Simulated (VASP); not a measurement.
# Sb (Cmce) in VASP: a series of runs

The runs below take Sb through single point, with r2SCAN.

Program: VASP 6.6.1. These are calculated values, not measurements. Logs are shortened: lines on timing, memory, paths and dates and some standing lists are left out, and cuts for length are marked.

### 1 The structure

It takes space group Cmce (No. 64, orthorhombic). The conventional cell has a = 6.555 Å, b = 4.333 Å, c = 8.837 Å, α = 90.00°, β = 90.00°, γ = 90.00°. Around Sb (site symmetry m) lie 1 Sb at 2.44 Å.

The cell was built by a generator and needn't be a form met in nature.

### 2 Single point, r2SCAN

Input file POSCAR:

```
Sb
1.0
    3.2776889962     -2.1663016867      0.0000000000
    3.2776889962      2.1663016867      0.0000000000
    0.0000000000      0.0000000000      8.8368844612
Sb
4
Direct
    0.8500000000      0.1500000000      0.1170000000
    0.6500000000      0.3500000000      0.6170000000
    0.1500000000      0.8500000000      0.8830000000
    0.3500000000      0.6500000000      0.3830000000
```

Input file INCAR.step1:

```
SYSTEM = Sb
ALGO = Normal
EDIFF = 1E-4
ENCUT = 520
GGA = PE
ISMEAR = 0
LASPH = .TRUE.
LCHARG = .FALSE.
LREAL = .FALSE.
LWAVE = .TRUE.
NBANDS = 18
NELM = 100
PREC = Accurate
SIGMA = 0.1
```

Input file INCAR.step2:

```
SYSTEM = Sb
ALGO = Normal
EDIFF = 1E-6
ENCUT = 520
ISIF = 2
ISMEAR = 0
ISTART = 1
LASPH = .TRUE.
LCHARG = .FALSE.
LMIXTAU = .TRUE.
LREAL = .FALSE.
LWAVE = .FALSE.
METAGGA = R2SCAN
NBANDS = 18
NELM = 100
PREC = Accurate
SIGMA = 0.1
```

Input file KPOINTS:

```
k-points
0
G
  6 6 2
  0 0 0
```

Potentials or basis: VASP PAW PBE potentials, release 64 (Sb).

The run is started by

```
$ cat potpaw_PBE.64/Sb/POTCAR > POTCAR
$ cp INCAR.step1 INCAR
$ mpirun -np 1 vasp_std > vasp.out
$ cp INCAR.step2 INCAR
$ mpirun -np 1 vasp_std > vasp.out
```

OUTCAR:

```text
SYSTEM = Sb
   EDIFF = 1E-6
   ENCUT = 520
   ISIF = 2
   ISMEAR = 0
   ISTART = 1
   LASPH = .TRUE.
   LREAL = .FALSE.
   METAGGA = R2SCAN
   NELM = 100
   PREC = Accurate

 ion  position               nearest neighbor table
   1  0.850  0.150  0.117-   3 2.44   4 3.20   4 3.20   3 3.67
   2  0.650  0.350  0.617-   4 2.44   3 3.20   3 3.20   4 3.67
   3  0.150  0.850  0.883-   1 2.44   2 3.20   2 3.20   1 3.67
   4  0.350  0.650  0.383-   2 2.44   1 3.20   1 3.20   2 3.67

  LATTYP: Found a base centered orthorhombic cell.
 ALAT       =     4.3326033734
 B/A-ratio  =     1.5130344108
 C/A-ratio  =     2.0396246089

  Lattice vectors:

 A1 = (  -3.2776889962,  -2.1663016867,   0.0000000000)
 A2 = (   3.2776889962,  -2.1663016867,   0.0000000000)
 A3 = (   0.0000000000,   0.0000000000,   8.8368844612)

Analysis of symmetry for initial positions (statically):
=====================================================================
 Subroutine PRICEL returns:
 Original cell was already a primitive cell.

 Routine SETGRP: Setting up the symmetry group for a
 base centered orthorhombic supercell.

 Subroutine GETGRP returns: Found  8 space group operations
 (whereof  4 operations were pure point group operations)
 out of a pool of  8 trial point group operations.

The static configuration has the point symmetry C_2h.
 The point group associated with its full space group is D_2h.

Analysis of symmetry for dynamics (positions and initial velocities):
=====================================================================
 Subroutine PRICEL returns:
 Original cell was already a primitive cell.

 Routine SETGRP: Setting up the symmetry group for a
 base centered orthorhombic supercell.

 Subroutine GETGRP returns: Found  8 space group operations
 (whereof  4 operations were pure point group operations)
 out of a pool of  8 trial point group operations.

The dynamic configuration has the point symmetry C_2h.
 The point group associated with its full space group is D_2h.

 Subroutine INISYM returns: Found  8 space group operations
 (whereof  4 operations are pure point group operations),
 and found     1 'primitive' translations

----------------------------------------------------------------------------------------

                                     Primitive cell

  volume of cell :     125.4919

  direct lattice vectors                    reciprocal lattice vectors
     3.277688996 -2.166301687  0.000000000     0.152546505 -0.230808111  0.000000000
     3.277688996  2.166301687  0.000000000     0.152546505  0.230808111  0.000000000
     0.000000000  0.000000000  8.836884461     0.000000000  0.000000000  0.113162054

  length of vectors
     3.928881285  3.928881285  8.836884461     0.276663731  0.276663731  0.113162054

  position of ions in fractional coordinates (direct lattice)
     0.850000000  0.150000000  0.117000000
     0.650000000  0.350000000  0.617000000
     0.150000000  0.850000000  0.883000000
     0.350000000  0.650000000  0.383000000

  ion indices of the primitive-cell ions
   primitive index   ion index
                 1           1
                 2           2
                 3           3
                 4           4

----------------------------------------------------------------------------------------

 KPOINTS: k-points

Automatic generation of k-mesh.
 Grid dimensions read from file:
 generate k-points for:    6    6    2

 Generating k-lattice:

  Cartesian coordinates                     Fractional coordinates (reciprocal lattice)
     0.025424417 -0.038468018  0.000000000     0.166666667  0.000000000  0.000000000
     0.025424417  0.038468018  0.000000000     0.000000000  0.166666667  0.000000000
     0.000000000  0.000000000  0.056581027     0.000000000  0.000000000  0.500000000

  Length of vectors
     0.046110622  0.046110622  0.056581027

  Shift w.r.t. Gamma in fractional coordinates (k-lattice)
     0.000000000  0.000000000  0.000000000

 Subroutine IBZKPT returns following result:
 ===========================================

 Found     26 irreducible k-points:

 Following reciprocal coordinates:
            Coordinates               Weight
  0.000000  0.000000  0.000000      1.000000
  0.166667  0.000000  0.000000      4.000000
  0.333333  0.000000  0.000000      4.000000
  0.500000  0.000000  0.000000      2.000000
  0.166667  0.166667  0.000000      2.000000
  0.333333  0.166667  0.000000      4.000000
[... 16 lines left out ...]
  0.333333  0.333333  0.500000      2.000000
  0.500000  0.333333  0.500000      4.000000
 [... further k-points ...]
   k-points           NKPTS =     26   k-points in BZ     NKDIM =     26   number of bands    NBANDS=     18
   number of dos      NEDOS =    301   number of ions     NIONS =      4
   total plane-waves  NPLWV =  63000
   dimension x,y,z NGX =    30 NGY =   30 NGZ =   70
   dimension x,y,z NGXF=    60 NGYF=   60 NGZF=  140
   ions per type =               4
[... 35 lines left out ...]
  Thomas-Fermi vector in A             =   2.008909
   LORBIT       =      0    0 simple, 1 ext, 2 COOP (PROOUT), +10 PAW based schemes
   METAGGA = R2SCAN    functional components
   LHFCALC =     F    Hartree Fock is set to
   AEXX    =    0.0000 exact exchange contribution
   IVDW    =     0    specifies the selected vdW correction
   LEPSILON=     F    determine dielectric tensor
   LRPA    =     F    only Hartree local field effects (RPA)
 non-spin polarized calculation
 Gauss-broadening in eV      SIGMA  =   0.10
  energy-cutoff  :      520.00
  volume of cell :      125.49
 maximum number of plane-waves:      3400
 NGX is ok and might be reduce to    30
   NGX = 15   NGY = 15   NGZ = 33

 number of electron      19.9999999 magnetization

 Free energy of the ion-electron system (eV)
  ---------------------------------------------------
  ext. energy  EPLUGINS =         0.00000000
  ---------------------------------------------------
  free energy    TOTEN  =       -99.11528557 eV

  energy without entropy =      -99.11020852  energy(sigma->0) =      -99.11274705

 E-fermi :   6.3329     XC(G=0):  -9.8497

 val. band max:        6.2272179837   @ k =   0.5000   0.3333   0.5000
 cond. band min:       6.4202963764   @ k =   0.1667   0.1667   0.5000
 fundamental gap:      0.1930783927
 Fermi energy:         6.3328512126

 k-point     1 :       0.0000    0.0000    0.0000
  band No.  band energies     occupation
      1      -6.5810      2.00000
      2      -5.3411      2.00000
      3      -3.5468      2.00000
      4       0.7135      2.00000
      5       2.1097      2.00000
      6       5.1857      2.00000
[... 10 lines left out ...]
     17      12.9185      0.00000
     18      12.9439      0.00000

 k-point     2 :       0.1667    0.0000    0.0000
  band No.  band energies     occupation
      1      -6.3228      2.00000
      2      -5.1505      2.00000
      3      -3.2719      2.00000
      4       0.3438      2.00000
      5       2.1819      2.00000
      6       4.3153      2.00000
[... 10 lines left out ...]
     17      12.4981      0.00000
     18      12.6410      0.00000

 k-point     3 :       0.3333    0.0000    0.0000
  band No.  band energies     occupation
      1      -5.6231      2.00000
      2      -4.7615      2.00000
      3      -2.5245      2.00000
      4      -0.7054      2.00000
      5       1.6369      2.00000
      6       2.3472      2.00000
[... 10 lines left out ...]
     17      12.6968      0.00000
     18      13.2813      0.00000

 k-point     4 :       0.5000    0.0000    0.0000
  band No.  band energies     occupation
      1      -4.8503      2.00000
      2      -4.8503      2.00000
      3      -1.6497      2.00000
      4      -1.6497      2.00000
      5       1.1474      2.00000
      6       1.1474      2.00000
[... 375 lines left out ...]
      4      -1.6099      2.00000
      5       2.4669      2.00000
      6       2.4669      2.00000
[... 10 lines left out ...]
     17      13.3034      0.00000
     18      13.3034      0.00000

 k-point    23 :       0.3333    0.3333    0.5000
  band No.  band energies     occupation
      1      -5.2072      2.00000
      2      -5.2072      2.00000
      3      -1.0227      2.00000
      4      -1.0227      2.00000
      5       2.7624      2.00000
      6       2.7624      2.00000
[... 10 lines left out ...]
     17      12.4142      0.00000
     18      12.4142      0.00000

 k-point    24 :       0.5000    0.3333    0.5000
  band No.  band energies     occupation
      1      -4.8089      2.00000
      2      -4.8089      2.00000
      3      -0.9498      2.00000
      4      -0.9498      2.00000
      5       2.1849      2.00000
      6       2.1849      2.00000
[... 10 lines left out ...]
     17      13.2097      0.00000
     18      13.2097      0.00000

 [... further k-points ...]

------------------------ aborting loop because EDIFF is reached ----------------------------------------

  FORCE on cell =-STRESS in cart. coord.  units (eV):
  Direction    XX          YY          ZZ          XY          YZ          ZX
  --------------------------------------------------------------------------------------
  -------------------------------------------------------------------------------------
  Total       -0.7175765      4.0620681     13.4286641      0.0000000     -0.0000000      0.0000000
  in kB       -9.1614235     51.8611241    171.4460723      0.0000000     -0.0000000      0.0000000
  external PRESSURE =      71.3819243 kB  Pullay stress =       0.0000000 kB

 VOLUME and BASIS-vectors are now :
 -----------------------------------------------------------------------------
  energy-cutoff  :      520.00
  volume of cell :      125.49
      direct lattice vectors                 reciprocal lattice vectors
     3.277688996 -2.166301687  0.000000000     0.152546505 -0.230808111  0.000000000
     3.277688996  2.166301687  0.000000000     0.152546505  0.230808111  0.000000000
     0.000000000  0.000000000  8.836884461     0.000000000  0.000000000  0.113162054

 POSITION                                       TOTAL-FORCE (eV/Angst)
 -----------------------------------------------------------------------------------
      3.27769     -1.51641      1.03392         0.000000      2.170429      3.079175
      3.27769     -0.64989      5.45236         0.000000     -2.170429      3.079175
      3.27769      1.51641      7.80297         0.000000     -2.170429     -3.079175
      3.27769      0.64989      3.38453         0.000000      2.170429     -3.079175
 -----------------------------------------------------------------------------------
    total drift:                                0.000000     -0.000000      0.000000

  FREE ENERGIE OF THE ION-ELECTRON SYSTEM (eV)
  ---------------------------------------------------
  free  energy   TOTEN  =       -99.1152855743 eV

  energy  without entropy=      -99.1102085224  energy(sigma->0) =      -99.11274705
```

Wall time 1.9 min (1 thread of AMD EPYC 9R45 (Zen 5), shared host); peak memory 0.23 GiB.

What came out:

```yaml
Free_energy: -99.1153 eV
Pressure: 7.1 GPa
Largest_force: 3.767 eV/Å
Band_gap_on_the_k_mesh: none (metal or under the smearing width)
```

Forces on the atoms (eV/Å):
```
Sb   0.000  2.170  3.079
Sb   0.000 -2.170  3.079
Sb   0.000 -2.170 -3.079
Sb   0.000  2.170 -3.079
```

Stress tensor (GPa, compression positive):
```
-0.92  0.00  0.00
 0.00  5.19  0.00
 0.00  0.00 17.14
```

Levels at points of the mesh, in eV from the Fermi level:
```
           k point  band 7  band 8  band 9  band 10  band 11  band 12  band 13  band 14
(0.00, 0.00, 0.00)   -0.41    0.64    0.75     0.92     1.37     1.59     2.22     2.61
(0.50, 0.00, 0.00)   -1.42   -1.42   -0.40    -0.40     0.13     0.13     1.50     1.50
(0.50, 0.50, 0.00)   -3.24   -2.51   -2.33    -1.65    -0.84     0.26     0.59     1.52
(0.00, 0.00, 0.50)    0.18    0.18    0.84     0.84     1.25     1.25     2.40     2.40
(0.50, 0.00, 0.50)   -3.65   -3.65   -0.69    -0.69     0.75     0.75     3.41     3.41
(0.50, 0.50, 0.50)   -2.84   -2.84   -0.52    -0.52    -0.47    -0.47     0.16     0.16
```

Caveat: the PAW data sets were made with another functional, which shifts forces and pressure a little.

### 3 Single point, r2SCAN

This run uses another cell than the first one, of 26.91 Å³/atom, 0.858 times its volume.

Input file POSCAR:

```
Sb
1.0
    2.6706211454     -1.8656289279      0.0000000000
    2.6706211454      1.8656289279      0.0000000000
    0.0000000000      0.0000000000     10.8011258219
Sb
4
Direct
    0.7478144110      0.2521855890      0.1249826416
    0.7521855890      0.2478144110      0.6249826416
    0.2521855890      0.7478144110      0.8750173584
    0.2478144110      0.7521855890      0.3750173584
```

Input file INCAR.step1:

```
SYSTEM = Sb
PREC     = Accurate       ! precision mode
ENCUT    = 520            ! plane-wave cutoff, eV
ISMEAR   = 0              ! smearing method
SIGMA    = 0.1            ! smearing width, eV
LREAL    = .False.        ! projectors in reciprocal space
LASPH    = .True.         ! aspherical terms in the spheres
NELM     = 100            ! most SCF steps
NBANDS   = 18             ! bands
GGA      = PE             ! functional
ALGO     = Normal         ! electronic algorithm
EDIFF    = 1E-4           ! SCF threshold, eV
LWAVE    = .True.         ! write WAVECAR
LCHARG   = .False.        ! write CHGCAR
```

Input file INCAR.step2:

```
SYSTEM = Sb
PREC     = Accurate       ! precision mode
ENCUT    = 520            ! plane-wave cutoff, eV
EDIFF    = 1E-7           ! SCF threshold, eV
ISMEAR   = 0              ! smearing method
SIGMA    = 0.1            ! smearing width, eV
LREAL    = .False.        ! projectors in reciprocal space
LASPH    = .True.         ! aspherical terms in the spheres
NELM     = 100            ! most SCF steps
ALGO     = Normal         ! electronic algorithm
ISIF     = 2              ! what is computed and relaxed
LWAVE    = .False.        ! write WAVECAR
LCHARG   = .False.        ! write CHGCAR
METAGGA  = R2SCAN         ! meta-GGA
LMIXTAU  = .True.       
NBANDS   = 18             ! bands
ISTART   = 1
```

Input file KPOINTS:

```
regular mesh
0
Gamma
  14 14 4
  0 0 0
```

Potentials or basis: VASP PAW PBE potentials, release 64 (Sb).

The run is started by

```
$ cat potpaw_PBE.64/Sb/POTCAR > POTCAR
$ cp INCAR.step1 INCAR
$ mpirun -np 1 vasp_std > vasp.out
$ cp INCAR.step2 INCAR
$ mpirun -np 1 vasp_std > vasp.out
```

It took 9.1 min on 1 thread of AMD EPYC 9R45 (Zen 5), shared host; peak memory 0.36 GiB.

The run converged. Its results:

| Quantity | Value |
| --- | --- |
| Free energy | -101.3920 eV |
| Pressure | -0.1 GPa |
| Band gap on the k mesh | none (metal or under the smearing width) |

Levels at points of the mesh, in eV from the Fermi level:
```
           k point  band 8  band 9  band 10  band 11  band 12  band 13
(0.00, 0.00, 0.00)    1.95    3.41     3.42     4.31     5.08     5.08
(0.50, 0.00, 0.00)   -3.71   -1.57    -1.57     1.66     1.66     2.93
(0.50, 0.50, 0.00)   -2.34   -2.22    -1.95    -0.56    -0.56     0.96
(0.00, 0.00, 0.50)    2.33    3.34     3.34     4.52     4.52     4.92
(0.50, 0.00, 0.50)   -5.00    0.22     0.22     0.26     0.26     3.18
(0.50, 0.50, 0.50)   -3.21   -1.59    -1.59    -1.00    -1.00     0.88
```

Caveat: the PAW data sets were made with another functional, which shifts forces and pressure a little. Spin-orbit coupling is left out, which matters for the levels of Sb.

### 4 Single point, r2SCAN

This run uses another cell than the first one, of 30.54 Å³/atom, 0.973 times its volume.

Input file POSCAR:

```
Sb
1.0
    2.8038399105     -1.9562975557      0.0000000000
    2.8038399105      1.9562975557      0.0000000000
    0.0000000000      0.0000000000     11.1338124558
Sb
4
Direct
    0.7573277047      0.2426722953      0.1521268828
    0.7426722953      0.2573277047      0.6521268828
    0.2426722953      0.7573277047      0.8478731172
    0.2573277047      0.7426722953      0.3478731172
```

Input file INCAR.step1:

```
SYSTEM = Sb
PREC = Accurate ; ENCUT = 520
ISMEAR = 0 ; SIGMA = 0.1
LREAL = .False. ; LASPH = .True.
NELM = 100 ; NBANDS = 18
GGA = PE ; ALGO = Normal
EDIFF = 1E-4 ; LWAVE = .True.
LCHARG = .False.
```

Input file INCAR.step2:

```
SYSTEM = Sb
PREC = Accurate ; ENCUT = 520
EDIFF = 1E-6 ; ISMEAR = 0
SIGMA = 0.1 ; LREAL = .False.
LASPH = .True. ; NELM = 100
ALGO = Normal ; ISIF = 2
LWAVE = .False. ; LCHARG = .False.
METAGGA = R2SCAN ; LMIXTAU = .True.
NBANDS = 18 ; ISTART = 1
```

Input file KPOINTS:

```
regular mesh
0
Gamma
  6 6 2
  0 0 0
```

The run is started by

```
$ cat potpaw_PBE.64/Sb/POTCAR > POTCAR
$ cp INCAR.step1 INCAR
$ mpirun -np 1 vasp_std > vasp.out
$ cp INCAR.step2 INCAR
$ mpirun -np 1 vasp_std > vasp.out
```

Wall time 2 min (1 thread of AMD EPYC 9R45 (Zen 5), shared host); peak memory 0.25 GiB.

It converged, with:

```yaml
Free_energy: -101.5822 eV
Pressure: 0.1 GPa
Largest_force: 0.028 eV/Å
Band_gap_on_the_k_mesh: none (metal or under the smearing width)
```

Forces in eV/Å, atoms in the order of the input:
```
Sb   0.000  0.003 -0.027
Sb   0.000 -0.003 -0.027
Sb   0.000 -0.003  0.027
Sb   0.000  0.003  0.027
```

Stress tensor (GPa, compression positive):
```
-0.32  0.00  0.00
 0.00 -0.05  0.00
 0.00  0.00  0.55
```

Levels at points of the mesh, in eV from the Fermi level:
| k point | band 8 | band 9 | band 10 | band 11 | band 12 | band 13 |
| --- | --- | --- | --- | --- | --- | --- |
| (0.00, 0.00, 0.00) | 0.77 | 1.18 | 3.13 | 3.36 | 4.05 | 4.30 |
| (0.50, 0.00, 0.00) | -3.79 | -0.65 | -0.65 | 1.10 | 1.10 | 1.99 |
| (0.50, 0.50, 0.00) | -2.70 | -2.36 | -1.77 | -1.76 | 0.09 | 0.43 |
| (0.00, 0.00, 0.50) | 0.60 | 3.23 | 3.23 | 3.26 | 3.26 | 4.42 |
| (0.50, 0.00, 0.50) | -4.51 | 0.40 | 0.40 | 0.44 | 0.44 | 2.37 |
| (0.50, 0.50, 0.50) | -2.54 | -2.36 | -2.36 | -1.06 | -1.06 | 1.18 |

Caveat: the PAW data sets were made with another functional, which shifts forces and pressure a little. Spin-orbit coupling is left out, which matters for the levels of Sb.

### 5 The runs side by side

| cell | k mesh | gap on the mesh (eV) | pressure (GPa) | largest force (eV/Å) |
| --- | --- | --- | --- | --- |
| Cmce, 31.37 Å³/atom | 6 × 6 × 2 | none | 7.1 | 3.77 |
| Cmce, 26.91 Å³/atom | 14 × 14 × 4 | none | -0.1 | - |
| Cmce, 30.54 Å³/atom | 6 × 6 × 2 | none | 0.1 | 0.03 |

Alike in all rows: task single point; level r2SCAN; potentials or basis VASP PAW PBE potentials, release 64 (Sb); no spin polarisation; cutoff (eV) 520; smearing gaussian 0.1 eV.

Every run on the cell as given and a fine mesh finds a metal.

Caveats: the PAW data sets were made with another functional, which shifts forces and pressure a little.

Absolute energies hang on the potentials; compare differences alone.
